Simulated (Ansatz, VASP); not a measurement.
## AgI: VASP beside Ansatz

File INCAR:

```
ALGO = Normal
EDIFF = 1E-7
ENCUT = 520
GGA = PS
ISIF = 2
ISMEAR = -1
LASPH = True
LCHARG = False
LREAL = False
LWAVE = False
NBANDS = 16
NELM = 100
PREC = Accurate
SIGMA = 0.05
```

File KPOINTS:

```
k-points
0
Gamma
  7 7 7
```

Contents of POSCAR:

```
AgI
1.0
    0.0000000000      3.2999768998      3.2999768998
    3.2999768998      0.0000000000      3.2999768998
    3.2999768998      3.2999768998      0.0000000000
I Ag
1 1
Direct
    0.7500000000      0.7500000000      0.7500000000
    0.0000000000      0.0000000000      0.0000000000
```

input.yaml

```yaml
crystal:
  lattice:
    - [0.0, 3.2999768998, 3.2999768998]
    - [3.2999768998, 0.0, 3.2999768998]
    - [3.2999768998, 3.2999768998, 0.0]
  atoms:
    - { symbol: I, position: [0.75, 0.75, 0.75] }
    - { symbol: Ag, position: [0.0, 0.0, 0.0] }
hamiltonian:
  xc: pbesol
  pseudopotentials: { kind: paw }
kpoints:
  mp_grid: { grid: [7, 7, 7] }
scf:
  occupations: { method: fermi_dirac, width: 0.05 }
output:
  forces: true
  stress: true
  eigenvalues: true
```

Change from the starting cell: volume scaled by 1.06.

Alike in both runs: task single point; functional PBEsol; k mesh 7 × 7 × 7; occupations fermi-dirac, width 0.05 eV; no spin polarisation.

|  | VASP | Ansatz |
| --- | --- | --- |
| version | VASP 6.6.1 | Ansatz 0.2.0 |
| potentials or method | VASP PAW PBE potentials, release 64 (I, Ag) | Ansatz PAW |
| plane-wave cutoff (eV) | 520 | 420 |
| valence electrons in the cell | 18 | 36 |

|  | VASP | Ansatz | Ansatz less VASP |
| --- | --- | --- | --- |
| gap on the k mesh at the Fermi level (eV) | 1.21 | 1.21 | -0.003 |
| least direct gap on the mesh (eV) | 1.21 | 1.21 | -0.003 |
| pressure (GPa) | -2.0 | -2.0 | +0.04 |

The two sets of potentials don't hold the same shells in valence.

Caveats: spin-orbit coupling is left out, which moves the levels of the heavy elements; the PAW data sets were made with another functional, which shifts forces and pressure a little (VASP); odd divisions of the mesh miss points on the zone boundary, where band edges often lie, so the gap on the mesh can be too wide (Ansatz); the PAW data sets come from PBE, with cores solved anew for the run's functional, which leaves a small shift of forces and pressure (Ansatz).
